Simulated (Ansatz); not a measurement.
# SrO: the cell at several levels of theory

An exercise on one series of results from a longer session: the logs are not shown, and one member is left open.

Code: Ansatz 0.2.0. PAW datasets, plane waves, zero pressure. (Calculated; spin-unpolarised; the phase may be known or hypothetical.)

## The cell

The symmetry is P6_3/mmc (No. 194, hexagonal); conventional cell a = 4.129 Å, c = 5.161 Å, 19.05 Å³ an atom. Around Sr lie 5 O at 2.38–2.58 Å; around O lie 5 Sr at 2.38–2.58 Å.

The structure in full:

```cif
data_structure
_symmetry_space_group_name_H-M 'P 1'
_symmetry_Int_Tables_number 1
_cell_length_a 4.1288
_cell_length_b 4.1288
_cell_length_c 5.1607
_cell_angle_alpha 90.000
_cell_angle_beta 90.000
_cell_angle_gamma 120.000
_cell_volume 76.19
loop_
_atom_site_label
_atom_site_type_symbol
_atom_site_fract_x
_atom_site_fract_y
_atom_site_fract_z
_atom_site_occupancy
Sr1 Sr 0.33333 0.66667 0.25000 1
Sr2 Sr 0.66667 0.33333 0.75000 1
O1 O 0.66667 0.33333 0.25000 1
O2 O 0.33333 0.66667 0.75000 1
```

The first run:

The input, input.yaml:

```yaml
crystal:
  lattice:
    - [4.1287807718, 0.0, 0.0]
    - [-2.0643903859, 3.575629035, 0.0]
    - [0.0, 0.0, 5.1607017]
  atoms:
    - { symbol: Sr, position: [0.3333333333, 0.6666666667, 0.25] }
    - { symbol: Sr, position: [0.6666666667, 0.3333333333, 0.75] }
    - { symbol: O, position: [0.6666666667, 0.3333333333, 0.25] }
    - { symbol: O, position: [0.3333333333, 0.6666666667, 0.75] }
kpoints:
  mp_grid: { grid: [6, 6, 4] }
hamiltonian:
  xc: pbe
scf:
  occupations: { method: fermi_dirac, width: 0.02 }
relax:
  f_tol: 0.005
  cell: {}
```

Started as:

```console
> ansatz run input.yaml --threads 2 --pin off --max-ram 2211MiB --backend cpu --events-out ev --progress --plain --runs-dir out
```

Among the steps run: Relaxing with PBE; Relaxation with r2SCAN; Relaxing with PBEsol; Relaxing with LDA; Relaxation with HSE06.

One of the session's tables, all rows but one given; the rest of the session is left out.

```
 level  a (Å)  c (Å)  volume (Å³/atom)
   PBE  4.290  5.185            20.661
r2SCAN  4.270  5.144            20.308
PBEsol  4.236  5.110            19.847
   LDA      ?      ?                 ?
 HSE06  4.264  5.138            20.220
```

Estimate the missing values for LDA.

As computed: a (Å): 4.189; c (Å): 5.050; volume (Å³/atom): 19.189. In the column «a (Å)» it is the lowest.

The volume runs from LDA (least) to PBE (most), a spread of 7.7 %, or 2.5 % in length if all axes shared it alike.
